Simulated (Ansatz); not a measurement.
A C vacancy in 4H-SiC, 191 atoms, charge −2 (h site)

All numbers come from Ansatz (PAW, plane waves, no spin–orbit coupling) at the single k point (¼, ¼, ¼) without its symmetry partners. The atoms were relaxed with PBEsol in a fixed cell; other functionals are single points on those atoms unless said otherwise. The valence top and gap of the host come from its small cell on a dense mesh, with the band extrema sought between the mesh points, lined up by the mean potential, PBEsol gap 2.12 eV, HSE06 gap 3.14 eV, r²SCAN gap 2.60 eV. The charge correction uses an assumed dielectric constant of 9.7.

Cell: a = 12.312 Å, b = 15.994 Å, c = 10.076 Å, α = 90.00°, β = 90.00°, γ = 90.00°.

Nearest atoms after relaxation, from the placed atom (for vacancies from the middle of the vacant sites): Si at 1.29 Å, Si at 1.83 Å, Si at 1.84 Å, Si at 1.86 Å, C at 2.98 Å, C at 2.99 Å, C at 2.99 Å, C at 2.99 Å.

Chemical potentials μ are those of reference phases of the elements at zero temperature by the same functional (the usual solids, diamond for C, grey Sn, and the molecules H2, N2, O2, F2, Cl2, Br2 and S8).

```
functional  E(defect) − E(host) − Σ nμ + q·E_VBM (eV)  monopole (eV)  alignment (eV)  formation energy at E_F = VBM (eV)  moment (μB)             wall time, shared host
    PBEsol                                       7.95           0.63           -0.03                                8.55  0 (no spin)  25 s on NVIDIA GB300 (relaxation)
```

Task: Estimate the formation energy and moment that HSE06 gives on these atoms.

Result: 10.52 eV at E_F = VBM (9.88 eV before the monopole term 0.63 eV and the alignment 0.01 eV), moment 0 (no spin). r²SCAN gives 9.78 eV.

HSE06 one-electron levels near the gap (the ten most localised at most), from the host's valence top, not corrected for the charge's images:

| level (eV) | spin | filling | atoms sharing it | element of the atom with most weight |
| --- | --- | --- | --- | --- |
| -0.27 | both | 2.00 | 79.0 | spread |
| -0.18 | both | 2.00 | 115.5 | spread |
| 1.71 | both | 2.00 | 11.8 | Si |
| 1.75 | both | 2.00 | 12.4 | Si |
| 3.43 | both | 0.00 | 149.3 | spread |

r²SCAN one-electron levels near the gap (the ten most localised at most), from the host's valence top, not corrected for the charge's images:

| level (eV) | spin | filling | atoms sharing it | element of the atom with most weight |
| --- | --- | --- | --- | --- |
| -0.26 | both | 2.00 | 80.8 | spread |
| -0.18 | both | 2.00 | 109.4 | spread |
| 1.57 | both | 2.00 | 12.0 | Si |
| 1.63 | both | 2.00 | 12.5 | Si |
| 2.89 | both | 0.00 | 145.7 | spread |

All elements are taken at their own reference at once; growth conditions in equilibrium with the host shift these energies, by up to the host's formation enthalpy.

One k point and a cell of this size can leave errors of several tenths of an eV in such numbers.
